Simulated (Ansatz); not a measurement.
# Smearing, entropy and the zero-width energy in In₂Sb

These are results of Ansatz, DFT r2SCAN, scalar-relativistic, plane waves, PAW, not measurements.

```
In Sb
1.0
     5.37990    0.00000    0.00000
    -2.68995    4.65913    0.00000
     0.00000    0.00000    6.72255
In Sb
4 2
Direct
  0.66667 0.33333 0.25000
  0.33333 0.66667 0.75000
  0.00000 0.00000 0.50000
  0.00000 0.00000 0.00000
  0.66667 0.33333 0.75000
  0.33333 0.66667 0.25000
```

| Quantity | Value |
| --- | --- |
| plane-wave cutoff | 500 eV |
| Γ-centred k-mesh | 12×12×6 |
| spin treatment | unpolarised |

The same metal under several smearings of width σ, on one mesh. F is the free energy, TS the smearing's entropy term for the cell of 6 atoms, and E = F + TS. Gaussian occupations are ½ erfc[(ε − μ)/σ], and N counts both spins. Spin–orbit coupling is left out, which shifts the bands of heavy elements.

| rule | σ (eV) | F − F(narrowest) (meV/atom) | TS (meV/cell) |
| --- | --- | --- | --- |
| Fermi–Dirac | 0.1 | -7.115 | 92.003 |
| Gaussian | 0.1 | 0.000 | 18.102 |
| Gaussian | 0.2 | -4.089 | 60.809 |
| Gaussian | 0.5 | -26.971 | 306.809 |

For a density of states N (both spins) that is flat over the smeared range, TS = Nσ²/2 (Gaussian) and (π²/3)Nσ² (Fermi–Dirac). What N does each run give?

```json
{"rule": "Fermi–Dirac", "σ (eV)": "0.1", "N (states/eV a cell)": "2.80"}
{"rule": "Gaussian", "σ (eV)": "0.1", "N (states/eV a cell)": "3.62"}
{"rule": "Gaussian", "σ (eV)": "0.2", "N (states/eV a cell)": "3.04"}
{"rule": "Gaussian", "σ (eV)": "0.5", "N (states/eV a cell)": "2.45"}
```

Equal entropy needs σ_Gauss = π√(2/3) σ_FD = 2.57 σ_FD, so a Fermi–Dirac width acts like a Gaussian one 2.57 times as large. At moderate widths N lies between 2.80 and 3.62. The drift shows structure in the density of states within the smeared window (a rise with width points to a dip at the Fermi level, a fall to a peak or a steep flank), or a mesh too coarse for the narrower widths. At the narrowest widths only the few mesh levels within σ of μ count, so N can scatter there.

To second order F = E0 − TS/2 and E = E0 + TS/2. How well does E0 = (E + F)/2 undo the smearing?

```tsv
rule	σ (eV)	F − E0(narrowest) (meV/atom)	(E + F)/2 − E0(narrowest) (meV/atom)
Fermi–Dirac	0.1	-8.62	-0.96
Gaussian	0.1	-1.51	0.00
Gaussian	0.2	-5.60	-0.53
Gaussian	0.5	-28.48	-2.91
```

At Fermi–Dirac 0.1 eV the free energy is off by -8.62 meV/atom and the mean by -0.96. What remains is of order σ⁴ plus the mesh error of the narrowest run, which is no exact reference. Forces and stress are derivatives of F, not of E0, so they keep the σ² error.

Cost: 4 runs of about 4.6 core-minutes in all, on Intel Xeon Platinum 8259CL (Skylake/Cascade Lake) (shared hosts).

Ordered by effective width, the four runs tell one story: the apparent density of states falls steadily from 3.62 to 2.45 states/eV a cell, and the Fermi–Dirac value fits into the Gaussian sequence. The drift therefore follows the energy window sampled rather than the smearing rule. The magnitude is what a nearly free-electron metal with broad In and Sb s–p bands would give. Indium beyond the 1:1 ratio of semiconducting InSb supplies electrons in excess of the octet, which probably accounts for the metallic character.

Averaging E and F removes most of the smearing error because the leading entropy contribution cancels. The remainder, however, grows from -0.53 to -2.91 meV/atom between the two wider Gaussian runs, much more slowly than a pure fourth-power law would require. This suggests an offset in the reference or a density of states too structured for the low-order expansion, so extrapolating these residuals to zero width would not be secure.
